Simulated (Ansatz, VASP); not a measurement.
# C in VASP and in Ansatz

Contents of INCAR:

```
SYSTEM = C
PREC     = Accurate       ! precision mode
ENCUT    = 520            ! plane-wave cutoff, eV
EDIFF    = 1E-7           ! SCF threshold, eV
ISMEAR   = 0              ! smearing method
SIGMA    = 0.05           ! smearing width, eV
LREAL    = .FALSE.        ! projectors in reciprocal space
LASPH    = .TRUE.         ! aspherical terms in the spheres
NELM     = 60             ! most SCF steps
ALGO     = Normal         ! electronic algorithm
ISIF     = 2              ! what is computed and relaxed
LWAVE    = .FALSE.        ! write WAVECAR
LCHARG   = .TRUE.         ! write CHGCAR
GGA      = PE             ! functional
IVDW     = 12             ! dispersion correction
LELF     = .TRUE.         ! ELF
LVHAR    = .TRUE.       
NBANDS   = 11             ! bands
```

Contents of KPOINTS:

```
regular mesh
0
G
  15 15 15
  0 0 0
```

Contents of POSCAR:

```
C
1.0
    1.2427282054      0.7174894639      3.3892873547
   -1.2427282054      0.7174894639      3.3892873547
    0.0000000000     -1.4349789278      3.3892873547
C
2
Direct
    0.1703638699      0.1703638699      0.1703638699
    0.8296361301      0.8296361301      0.8296361301
```

Input for Ansatz:

```yaml
crystal:
  lattice:
    - [1.2427282054, 0.7174894639, 3.3892873547]
    - [-1.2427282054, 0.7174894639, 3.3892873547]
    - [0.0, -1.4349789278, 3.3892873547]
  atoms:
    - { symbol: C, position: [0.1703638699, 0.1703638699, 0.1703638699] }
    - { symbol: C, position: [0.8296361301, 0.8296361301, 0.8296361301] }
basis:
  ecutwfc: 520.0
kpoints:
  mp_grid: { grid: [15, 15, 15] }
hamiltonian:
  xc: pbe
  dispersion: d3bj
scf:
  occupations: { method: gaussian, width: 0.05 }
output:
  forces: true
  stress: true
  eigenvalues: true
```

Change from the starting cell: mode 4 frozen in at +0.038 Å, equal normal strain along x, y and z +0.0083.

Alike in both runs: task single point; functional PBE; dispersion D3(BJ); k mesh 15 × 15 × 15; occupations gaussian, width 0.05 eV; no spin polarisation.

|  | VASP | Ansatz |
| --- | --- | --- |
| version | VASP 6.6.1 | Ansatz 0.2.0 |
| potentials or method | VASP PAW PBE potentials, release 64 (C) | scalar-relativistic, plane waves, PAW |
| plane-wave cutoff (eV) | 520 | 520 |
| valence electrons in the cell | 8 | 8 |

```tsv
	VASP	Ansatz	Ansatz less VASP
gap on the k mesh at the Fermi level (eV)	0.52	0.52	0.000
least direct gap on the mesh (eV)	0.52	0.52	0.000
pressure (GPa)	-6.8	-7.2	-0.42
largest component of the traceless stress (GPa)	5.73	6.22	+0.488
rms of the force components (eV/Å)	0.732	0.734	+0.0024
```

Atom by atom the forces differ by 0.002 eV/Å (rms over components).

Caveats: an odd mesh through Γ misses points on the zone boundary, where band edges often lie; forces of over 1 eV/Å show positions far from the minimum, so gaps and moduli don't describe the material at rest.
